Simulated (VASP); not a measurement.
Wanted: the native input for a VASP 6.6.1 run.

```
Task                   : electric field gradients
Functional             : vdW-DF-cx
Potentials or basis    : VASP PAW PBE potentials, release 64 (Mo_sv, S)
Cutoff                 : 520 eV
k mesh                 : 10 × 10 × 10
Occupations            : tetrahedron
Spin                   : no spin polarisation
Further INCAR settings : ALGO = Normal; EDIFF = 1e-08
```

The structure of MoS2 lies in POSCAR:

```
MoS2
1.0
    1.5855000000      0.9153888518      6.1149966667
   -1.5855000000      0.9153888518      6.1149966667
    0.0000000000     -1.8307777036      6.1149966667
Mo S
1 2
Direct
    0.0000000000      0.0000000000      0.0000000000
    0.2500000000      0.2500000000      0.2500000000
    0.7500000000      0.7500000000      0.7500000000
```

Measurements of this composition are mostly on another form, of space group No. 194.

The input as run:

INCAR

```
AGGAC    = 0.0          
ALGO     = Normal         # electronic algorithm
EDIFF    = 1E-8           # SCF threshold, eV
ENCUT    = 520            # plane-wave cutoff, eV
GGA      = CX             # functional
ISIF     = 2              # what is computed and relaxed
ISMEAR   = -5             # smearing method
LASPH    = True           # aspherical terms in the spheres
LCHARG   = False          # write CHGCAR
LEFG     = True         
LREAL    = False          # projectors in reciprocal space
LUSE_VDW = True         
LWAVE    = False          # write WAVECAR
NELM     = 80             # most SCF steps
PREC     = Accurate       # precision mode
SIGMA    = 0.05           # smearing width, eV
```

KPOINTS

```
k-points
0
Gamma
  10 10 10
```

Potentials or basis: VASP PAW PBE potentials, release 64 (Mo_sv, S).

The run is started by

```console
$ cat potpaw_PBE.64/Mo_sv/POTCAR potpaw_PBE.64/S/POTCAR > POTCAR
$ mpirun -np 1 vasp_std > vasp.out
```

Results of the run:

- Pressure: 4.3 GPa
- Largest force: 1.003 eV/Å
- Band gap on the k mesh: none (metal or under the smearing width)

Caveat: the PAW data sets were made with another functional, which shifts forces and pressure a little; the cell's inner coordinates are idealised or old, which leaves forces on the atoms; tetrahedron occupations give inexact forces and stress in metals.

Wall time 9.5 min on 1 thread of Intel(R) Xeon(R) Platinum 8259CL CPU @ 2.50GHz (Skylake/Cascade Lake) (shared host), peak memory 0.9 GiB.
